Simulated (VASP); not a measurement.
# MnSb (Fm-3m) in VASP: reference runs

How does MnSb come out in PBE? The cell is run as given and disturbed.

Program: VASP 6.6.1. These are calculated values, not measurements. Logs are shortened: lines on timing, memory, paths and dates and some standing lists are left out, and cuts for length are marked.

## Step 1: The crystal as given

The structure is cubic, space group Fm-3m (No. 225). Conventional cell: a = 5.590 Å, b = 5.590 Å, c = 5.590 Å, α = 90.00°, β = 90.00°, γ = 90.00°. Sb (site symmetry m-3m) is surrounded by 6 Mn at 2.80 Å. Mn (site symmetry m-3m) is surrounded by 6 Sb at 2.80 Å.

The cell comes from a database or a generator and needn't be the stable form of this composition.

## Step 2: Single point, PBE, collinear spin, ferromagnetic start

INCAR

```
PREC     = Accurate       # precision mode
ENCUT    = 520            # plane-wave cutoff, eV
EDIFF    = 1E-7           # SCF threshold, eV
ISMEAR   = -1             # smearing method
SIGMA    = 0.05           # smearing width, eV
LREAL    = False          # projectors in reciprocal space
LASPH    = True           # aspherical terms in the spheres
NELM     = 100            # most SCF steps
ALGO     = Normal         # electronic algorithm
ISIF     = 2              # what is computed and relaxed
LWAVE    = False          # write WAVECAR
LCHARG   = True           # write CHGCAR
ISPIN    = 2              # spin polarisation
MAGMOM   = 0 4            # initial moments
LORBIT   = 11             # projections on sites
LMAXMIX  = 4              # l up to which the mixer works
GGA      = PE             # functional
LELF     = True           # ELF
LVHAR    = True         
NBANDS   = 20             # bands
```

KPOINTS

```
Automatic mesh
0
Gamma
  8 8 8
```

POSCAR

```
MnSb
1.0
    0.0000000000      2.7950160000      2.7950160000
    2.7950160000      0.0000000000      2.7950160000
    2.7950160000      2.7950160000      0.0000000000
Sb Mn
1 1
Direct
    0.5000000000      0.5000000000      0.5000000000
    0.0000000000      0.0000000000      0.0000000000
```

Potentials or basis: VASP PAW PBE potentials, release 64 (Sb, Mn_pv).

Command:

```sh
> cat potpaw_PBE.64/Sb/POTCAR potpaw_PBE.64/Mn_pv/POTCAR > POTCAR
> mpirun -np 1 vasp_std > vasp.out
```

OUTCAR:

```text
PREC = Accurate
   ENCUT = 520
   EDIFF = 1E-7
   ISMEAR = -1
   LREAL = False
   LASPH = True
   NELM = 100
   ISIF = 2
   ISPIN = 2
   LORBIT = 11
   GGA = PE

 ion  position               nearest neighbor table
   1  0.500  0.500  0.500-   2 2.80   2 2.80   2 2.80   2 2.80   2 2.80   2 2.80
   2  0.000  0.000  0.000-   1 2.80   1 2.80   1 2.80   1 2.80   1 2.80   1 2.80

  LATTYP: Found a face centered cubic cell.
 ALAT       =     5.5900320000

  Lattice vectors:

 A1 = (   0.0000000000,   2.7950160000,   2.7950160000)
 A2 = (   2.7950160000,   0.0000000000,   2.7950160000)
 A3 = (   2.7950160000,   2.7950160000,   0.0000000000)

Analysis of symmetry for initial positions (statically):
=====================================================================
 Subroutine PRICEL returns:
 Original cell was already a primitive cell.

 Routine SETGRP: Setting up the symmetry group for a
 face centered cubic supercell.

 Subroutine GETGRP returns: Found 48 space group operations
 (whereof 48 operations were pure point group operations)
 out of a pool of 48 trial point group operations.

The static configuration has the point symmetry O_h .

Analysis of symmetry for dynamics (positions and initial velocities):
=====================================================================
 Subroutine PRICEL returns:
 Original cell was already a primitive cell.

 Routine SETGRP: Setting up the symmetry group for a
 face centered cubic supercell.

 Subroutine GETGRP returns: Found 48 space group operations
 (whereof 48 operations were pure point group operations)
 out of a pool of 48 trial point group operations.

The dynamic configuration has the point symmetry O_h .

Analysis of structural, dynamic, and magnetic symmetry:
=====================================================================
 Subroutine PRICEL returns:
 Original cell was already a primitive cell.

 Routine SETGRP: Setting up the symmetry group for a
 face centered cubic supercell.

 Subroutine GETGRP returns: Found 48 space group operations
 (whereof 48 operations were pure point group operations)
 out of a pool of 48 trial point group operations.

The overall configuration has the point symmetry O_h .

 Subroutine INISYM returns: Found 48 space group operations
 (whereof 48 operations are pure point group operations),
 and found     1 'primitive' translations

----------------------------------------------------------------------------------------

                                     Primitive cell

  volume of cell :      43.6700

  direct lattice vectors                    reciprocal lattice vectors
     0.000000000  2.795016000  2.795016000    -0.178889853  0.178889853  0.178889853
     2.795016000  0.000000000  2.795016000     0.178889853 -0.178889853  0.178889853
     2.795016000  2.795016000  0.000000000     0.178889853  0.178889853 -0.178889853

  length of vectors
     3.952749534  3.952749534  3.952749534     0.309846314  0.309846314  0.309846314

  position of ions in fractional coordinates (direct lattice)
     0.500000000  0.500000000  0.500000000
     0.000000000  0.000000000  0.000000000

  ion indices of the primitive-cell ions
   primitive index   ion index
                 1           1
                 2           2

----------------------------------------------------------------------------------------

 KPOINTS: Automatic mesh

Automatic generation of k-mesh.
 Grid dimensions read from file:
 generate k-points for:    8    8    8

 Generating k-lattice:

  Cartesian coordinates                     Fractional coordinates (reciprocal lattice)
    -0.022361232  0.022361232  0.022361232     0.125000000  0.000000000  0.000000000
     0.022361232 -0.022361232  0.022361232     0.000000000  0.125000000  0.000000000
     0.022361232  0.022361232 -0.022361232     0.000000000  0.000000000  0.125000000

  Length of vectors
     0.038730789  0.038730789  0.038730789

  Shift w.r.t. Gamma in fractional coordinates (k-lattice)
     0.000000000  0.000000000  0.000000000

 Subroutine IBZKPT returns following result:
 ===========================================

 Found     29 irreducible k-points:

 Following reciprocal coordinates:
            Coordinates               Weight
  0.000000  0.000000  0.000000      1.000000
  0.125000  0.000000  0.000000      8.000000
  0.250000  0.000000  0.000000      8.000000
  0.375000  0.000000  0.000000      8.000000
  0.500000  0.000000  0.000000      4.000000
  0.125000  0.125000  0.000000      6.000000
[... 16 lines left out ...]
  0.500000  0.250000  0.125000     48.000000
 -0.375000  0.250000  0.125000     24.000000
 [... further k-points ...]
   k-points           NKPTS =     29   k-points in BZ     NKDIM =     29   number of bands    NBANDS=     20
   number of dos      NEDOS =    301   number of ions     NIONS =      2
   total plane-waves  NPLWV =  27000
   dimension x,y,z NGX =    30 NGY =   30 NGZ =   30
   dimension x,y,z NGXF=    60 NGYF=   60 NGZF=   60
   ions per type =               1   1
   NGX,Y,Z   is equivalent  to a cutoff of  12.62, 12.62, 12.62 a.u.
   NGXF,Y,Z  is equivalent  to a cutoff of  25.23, 25.23, 25.23 a.u.
 SYSTEM =  unknown system
   PREC   = accura    normal or accurate (medium, high low for compatibility)
   ISTART =      0    job   : 0-new  1-cont  2-samecut
   ICHARG =      2    charge: 1-file 2-atom 10-const
   ISPIN  =      2    spin polarized calculation?
   LNONCOLLINEAR =      F non collinear calculations
   LSORBIT =      F    spin-orbit coupling
   LASPH  =      T    aspherical Exc in radial PAW
   ENCUT  =  520.0 eV  38.22 Ry    6.18 a.u.   7.35  7.35  7.35*2*pi/ulx,y,z
   NELM   =    100;   NELMIN=  2; NELMDL= -5     # of ELM steps
   EDIFF  = 0.1E-06   stopping-criterion for ELM
   LREAL  =      F    real-space projection
   EDIFFG = 0.1E-05   stopping-criterion for IOM
   NSW    =      0    number of steps for IOM
   IBRION =     -1    ionic relax: 0-MD 1-quasi-New 2-CG
   NFREE  =      0    steps in history (QN), initial steepest desc. (CG)
   ISIF   =      2    stress and relaxation
   ISYM   =      2    0-nonsym 1-usesym 2-fastsym
   POTIM  = 0.5000    time-step for ionic-motion
   TEBEG  =    0.0;   TEEND  =   0.0 temperature during run
   PSTRESS=    0.0 pullay stress
   NELECT =      18.0000    total number of electrons
   NUPDOWN=      -1.0000    fix difference up-down
   EMIN   =  10.00;   EMAX   =-10.00  energy-range for DOS
   EFERMI =   0.00;   METHOD = LEGACY
   ISMEAR =    -1;   SIGMA  =   0.05  broadening in eV -4-tet -1-fermi 0-gaus
   EFERMI_NEDOS =   21; number of points for ismear=-14 and -15
   IALGO  =     38    algorithm
   IMIX   =      4    mixing-type and parameters
     AMIX     =   0.40;   BMIX     =  1.00
     AMIX_MAG =   1.60;   BMIX_MAG =  1.00
  volume/ion in A,a.u.               =      21.83       147.35
  Fermi-wavevector in a.u.,A,eV,Ry     =   1.218348  2.302344 20.196106  1.484372
  Thomas-Fermi vector in A             =   2.353638
   LORBIT       =     11    0 simple, 1 ext, 2 COOP (PROOUT), +10 PAW based schemes
   GGA     = PE    functional components
   LHFCALC =     F    Hartree Fock is set to
   AEXX    =    0.0000 exact exchange contribution
   IVDW    =     0    specifies the selected vdW correction
   LEPSILON=     F    determine dielectric tensor
   LRPA    =     F    only Hartree local field effects (RPA)
 spin polarized calculation
  energy-cutoff  :      520.00
  volume of cell :       43.67
 maximum number of plane-waves:      1243
 NGX is ok and might be reduce to    30
   NGX = 15   NGY = 15   NGZ = 15

 number of electron      17.9999988 magnetization       3.8428772

 Free energy of the ion-electron system (eV)
  ---------------------------------------------------
  ext. energy  EPLUGINS =         0.00000000
  ---------------------------------------------------
  free energy    TOTEN  =       -12.85997954 eV

  energy without entropy =      -12.85242796  energy(sigma->0) =      -12.85620375

 E-fermi :   7.5776     XC(G=0): -10.5769

 val. band max:        7.5693451780   @ k =   0.2500   0.2500   0.0000
 cond. band min:       7.6104799040   @ k =   0.1250   0.0000   0.0000
 fundamental gap:      0.0411347259
 Fermi energy:         7.5775938984

 spin component 1

 k-point     1 :       0.0000    0.0000    0.0000
  band No.  band energies     occupation
      1     -42.6860      1.00000
      2     -42.6859      1.00000
      3     -42.6859      1.00000
      4      -3.9022      1.00000
      5       4.5403      1.00000
      6       4.5403      1.00000
[... 12 lines left out ...]
     19      17.0972      0.00000
     20      17.0972      0.00000
[... 507 lines left out ...]
 k-point    24 :      -0.3750    0.2500    0.1250
  band No.  band energies     occupation
      1     -42.6887      1.00000
      2     -42.6870      1.00000
      3     -42.6863      1.00000
      4      -1.4756      1.00000
      5       2.1801      1.00000
      6       3.7227      1.00000
[... 12 lines left out ...]
     19      21.6878      0.00000
     20      21.7048      0.00000

 [... further k-points ...]

 spin component 2

 k-point     1 :       0.0000    0.0000    0.0000
  band No.  band energies     occupation
      1     -38.7479      1.00000
      2     -38.7479      1.00000
      3     -38.7479      1.00000
      4      -3.8207      1.00000
      5       7.7521      0.02962
      6       7.7521      0.02960
[... 12 lines left out ...]
     19      18.0920      0.00000
     20      18.0920      0.00000
[... 507 lines left out ...]
 k-point    24 :      -0.3750    0.2500    0.1250
  band No.  band energies     occupation
      1     -38.7516      1.00000
      2     -38.7493      1.00000
      3     -38.7484      1.00000
      4      -1.5119      1.00000
      5       2.6994      1.00000
      6       4.8936      1.00000
[... 12 lines left out ...]
     19      21.9925      0.00000
     20      22.0368      0.00000

 [... further k-points ...]

------------------------ aborting loop because EDIFF is reached ----------------------------------------

  FORCE on cell =-STRESS in cart. coord.  units (eV):
  Direction    XX          YY          ZZ          XY          YZ          ZX
  --------------------------------------------------------------------------------------
  -------------------------------------------------------------------------------------
  Total       -0.1076630     -0.1076630     -0.1076630     -0.0000000      0.0000000     -0.0000000
  in kB       -3.9499727     -3.9499727     -3.9499727     -0.0000000      0.0000000     -0.0000000
  external PRESSURE =      -3.9499727 kB  Pullay stress =       0.0000000 kB

 VOLUME and BASIS-vectors are now :
 -----------------------------------------------------------------------------
  energy-cutoff  :      520.00
  volume of cell :       43.67
      direct lattice vectors                 reciprocal lattice vectors
     0.000000000  2.795016000  2.795016000    -0.178889853  0.178889853  0.178889853
     2.795016000  0.000000000  2.795016000     0.178889853 -0.178889853  0.178889853
     2.795016000  2.795016000  0.000000000     0.178889853  0.178889853 -0.178889853

 POSITION                                       TOTAL-FORCE (eV/Angst)
 -----------------------------------------------------------------------------------
      2.79502      2.79502      2.79502         0.000000     -0.000000      0.000000
      0.00000      0.00000      0.00000        -0.000000      0.000000     -0.000000
 -----------------------------------------------------------------------------------
    total drift:                               -0.000000      0.000000      0.000000

  FREE ENERGIE OF THE ION-ELECTRON SYSTEM (eV)
  ---------------------------------------------------
  free  energy   TOTEN  =       -12.8599795424 eV

  energy  without entropy=      -12.8524279618  energy(sigma->0) =      -12.85620375

 total charge

# of ion       s       p       d       tot
------------------------------------------
    1        1.143   1.297   0.035   2.475
    2        0.281   6.184   4.993  11.458
--------------------------------------------------
tot          1.424   7.481   5.029  13.934

 magnetization (x)

# of ion       s       p       d       tot
------------------------------------------
    1        0.013  -0.128   0.011  -0.104
    2        0.074   0.036   3.653   3.763
--------------------------------------------------
tot          0.087  -0.092   3.664   3.660
```

Run time: 39 s. Hardware: 1 thread of AMD EPYC 9R45 (Zen 5), shared host; peak memory 0.17 GiB.

What came out:

```
Free energy                                           : -12.8600 eV
Pressure                                              : -0.4 GPa
Band gap on the k mesh                                : none (metal or under the smearing width)
Net moment                                            : 3.84 μB per cell
Site moments                                          : Sb -0.10; Mn +3.76 μB
Valence electrons inside the program's atomic spheres : Sb 2.48; Mn 11.46
```

Caveat: a cell with one magnetic atom can't hold antiferromagnetic order, which such compounds often take. The run has no spin-orbit coupling, so splittings on Sb are missing.

## Step 3: Single point, PBE, collinear spin, ferromagnetic start (atoms moved at random, drawn with an rms of 0.05 Å)

INCAR

```
SYSTEM = MnSb
  PREC = Accurate
  ENCUT = 520
  EDIFF = 1E-7
  ISMEAR = -1
  SIGMA = 0.05
  LREAL = .FALSE.
  LASPH = .TRUE.
  NELM = 120
  ALGO = Normal
  ISIF = 2
  LWAVE = .FALSE.
  LCHARG = .FALSE.
  ISPIN = 2
  MAGMOM = 0 4
  LORBIT = 11
  LMAXMIX = 4
  GGA = PE
  NBANDS = 20
```

KPOINTS

```
Automatic mesh
0
G
  8 8 8
  0 0 0
```

POSCAR

```
MnSb
1.0
    0.0000000000      2.7950160000      2.7950160000
    2.7950160000      0.0000000000      2.7950160000
    2.7950160000      2.7950160000      0.0000000000
Sb Mn
1 1
Direct
    0.5167160000      0.4918740000      0.4948440000
   -0.0101640000      0.0144330000     -0.0025580000
```

Potentials or basis: VASP PAW PBE potentials, release 64 (Sb, Mn_pv).

Command:

```sh
> cat potpaw_PBE.64/Sb/POTCAR potpaw_PBE.64/Mn_pv/POTCAR > POTCAR
> mpirun -np 1 vasp_std > vasp.out
```

It took 4.5 min on 1 thread of AMD EPYC 9R45 (Zen 5), shared host; peak memory 0.43 GiB.

The run converged. Its results:

* Free energy: -12.8395 eV
* Pressure: -0.1 GPa
* Largest force: 0.418 eV/Å
* Band gap on the k mesh: none (metal or under the smearing width)
* Net moment: 3.84 μB per cell
* Site moments: Sb -0.10; Mn +3.76 μB
* Valence electrons inside the program's atomic spheres: Sb 2.48; Mn 11.46

Forces on the atoms (eV/Å):
```
Sb   0.299 -0.288 -0.050
Mn  -0.299  0.288  0.050
```

Stress tensor (GPa, compression positive):
```
 0.06  0.14  0.02
 0.14  0.03 -0.02
 0.02 -0.02 -0.45
```

Levels at points of the mesh, in eV from the Fermi level:
Spin up:
```
           k point  band 7  band 8  band 9  band 10  band 11  band 12  band 13  band 14  band 15  band 16
(0.00, 0.00, 0.00)   -3.04   -2.80   -2.79     1.36     1.36     1.37     4.96     8.04     8.15     8.19
(0.50, 0.00, 0.00)   -3.70   -2.66   -2.66    -2.32     2.75     2.75     4.04     4.86     4.88     7.93
(0.00, 0.50, 0.00)   -3.70   -2.66   -2.66    -2.32     2.73     2.74     4.05     4.86     4.89     7.93
(0.00, 0.00, 0.50)   -3.69   -2.66   -2.66    -2.33     2.68     2.72     4.07     4.89     4.90     7.92
(0.50, 0.50, 0.50)   -3.69   -2.66   -2.66    -2.33     2.68     2.72     4.08     4.89     4.90     7.92
(0.50, 0.50, 0.00)   -2.63   -2.56   -2.56    -1.75    -1.45    -1.40     0.93     4.85    12.53    12.56
(0.00, 0.50, 0.50)   -2.61   -2.56   -2.56    -1.74    -1.46    -1.44     0.94     4.86    12.53    12.55
(0.50, 0.00, 0.50)   -2.61   -2.56   -2.56    -1.74    -1.46    -1.43     0.94     4.86    12.53    12.55
```
Spin down:
| k point | band 5 | band 6 | band 7 | band 8 | band 9 | band 10 |
| --- | --- | --- | --- | --- | --- | --- |
| (0.00, 0.00, 0.00) | 0.09 | 0.13 | 0.24 | 0.26 | 0.29 | 1.40 |
| (0.50, 0.00, 0.00) | -5.49 | -1.83 | -1.82 | 0.95 | 0.95 | 1.17 |
| (0.00, 0.50, 0.00) | -5.49 | -1.83 | -1.81 | 0.95 | 0.95 | 1.16 |
| (0.00, 0.00, 0.50) | -5.49 | -1.81 | -1.80 | 0.95 | 0.95 | 1.15 |
| (0.50, 0.50, 0.50) | -5.49 | -1.81 | -1.80 | 0.95 | 0.95 | 1.15 |
| (0.50, 0.50, 0.00) | -4.52 | -1.43 | -1.38 | -0.59 | 0.50 | 1.01 |
| (0.00, 0.50, 0.50) | -4.52 | -1.40 | -1.37 | -0.63 | 0.49 | 1.00 |
| (0.50, 0.00, 0.50) | -4.52 | -1.40 | -1.37 | -0.62 | 0.49 | 1.00 |

Caveat: a cell with one magnetic atom can't hold antiferromagnetic order, which such compounds often take. The run has no spin-orbit coupling, so splittings on Sb are missing.
